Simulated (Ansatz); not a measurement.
Skutterudite CoSb3 was calculated with rVV10 (PAW; Ansatz, an electronic-structure program).

Run with plane-wave cutoff 520 eV, 6×6×6 k mesh, Fermi–Dirac smearing 0.01 eV, no spin polarisation, scalar-relativistic PAW data made under PBE.

The cell is scaled about its equilibrium volume:

Shape and atoms are relaxed at each volume.

```csv
V (Å³/atom),P (GPa),smallest gap on the k mesh (eV)
23.459,3.52,0.165
23.948,1.65,0.109
24.437,-0.01,0.056
24.925,-1.48,0.008
25.414,-2.80,0.000
```

Measured, for comparison: band gap 0.63 eV (temperature not stated, no zero-point or thermal correction; as tabulated in Kim et al. (2020), doi:10.1038/s41597-020-00723-8).

Note: the bulk modulus comes from volumes at which shape and atoms were relaxed.

Spin–orbit coupling is not included; it can close the smallest gap of 0.06 eV.
